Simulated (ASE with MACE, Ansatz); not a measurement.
# Energy per group against coverage on hydroxylated alpha-Al2O3(0001)

The cell holds 76 atoms: 16 Al, 36 O and 24 H. Its edges and angles: a = 9.580 Å, b = 9.580 Å, c = 22.300 Å, α = 90.0°, β = 90.0°, γ = 120.0°. It derives from Al2O3 (hydroxylated alpha-Al2O3(0001)). Corundum (0001), 2 x 2 cells, three layers of O, the outer two all OH (lattice constants typed as starting values near PBE's), about 15 Å of vacuum, lower atoms held. Vacuum lies along c.

Calculated with Ansatz 0.2.0: Kohn-Sham DFT, r2SCAN+D4, PAW (set soft_2), plane waves; cutoff 500 eV, Γ point, fermi-dirac smearing of 0.025 eV. The change is, for the first row: 1 x (surface OH + HF → surface F + H2O). Cells were relaxed with PBE+D3(BJ); energies are products less reactants, per group.

| groups changed to F | energy per group (eV) |
| --- | --- |
| 1 | -0.6919 |
| 2 | -0.7421 |
| 3 | -0.7184 |
| 4 | ? |
| 6 | -0.6196 |
| 8 | -0.5655 |

Task: Fit a straight line to the rows given and interpolate to the withheld row.

**Working.**

With pairwise interactions in mean field, the energy per group is a line in the number of groups, u, and v is that energy.

```
u   v (eV)
1  -0.6919
2  -0.7421
3  -0.7184
6  -0.6196
8  -0.5655
```

With n = 5: mean u = 4, mean v = -0.667500, Σ(u − ū)² = 34, Σ(u − ū)(v − v̄) = 0.77710. Slope b = 0.77710 / 34 = 0.022856; intercept a = v̄ − b ū = -0.75892.

At u = 4, v = a + b u.

Prediction at 4: -0.6675 eV. The run gave -0.6987 eV, so the fit is high by 0.031 eV (4.5 % of the value).

The slope of +0.023 eV a group says that each further group makes the change less favourable for all; the intercept, -0.759 eV, is the line's value at zero coverage. Over all rows the correlation is only 0.89, so this form doesn't describe them, and slope and intercept mean little. Among the rows given, the largest miss of the fit is at 1, by 0.044 eV (25 % of the range of the table).

Limits: Static energies; one arrangement a coverage; no gas entropy.

[Logs are printed without paths, hosts, clocks, repeated set-up lines and the standing remarks that a program may print on its own settings, such as how far it seeks lower states.]

[Hosts, paths, dates, database ids (printed as entryN), source tags and the programs' standing remarks are cut or masked in the printed files.]
